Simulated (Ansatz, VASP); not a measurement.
**Two plane-wave programs on HfN**

```
Hf N
1.0
     3.13391    0.00000    0.00000
    -1.56695    2.71404    0.00000
     0.00000    0.00000    5.41677
Hf N
2 2
Direct
  0.66667 0.33333 0.75000
  0.33333 0.66667 0.25000
  0.00000 0.00000 0.00000
  0.00000 0.00000 0.50000
```

The cell comes from a database or a generator and needn't be the stable form of this composition.

Alike in both runs: task single point; functional LDA; k mesh 9 × 9 × 5; no spin polarisation.

|  | VASP | Ansatz |
| --- | --- | --- |
| version | VASP 6.6.1 | Ansatz 0.2.0 |
| potentials or method | VASP PAW LDA potentials, release 64 (Hf_pv, N) | plane waves, PAW |
| plane-wave cutoff (eV) | 520 | 420 |
| occupations | methfessel-paxton of order 1, width 0.15 eV | cold, width 0.15 eV |
| valence electrons in the cell | 30 | 62 |

VASP gave:

```
pressure (GPa)                                  : -10.1
largest component of the traceless stress (GPa) : 0.19
```

Q: Estimate Ansatz's values.

A: Pressure (GPa): -9.0; largest component of the traceless stress (GPa): 0.29.

The two sets of potentials don't hold the same shells in valence.

Spin-orbit coupling is left out, which matters for the levels of Hf.
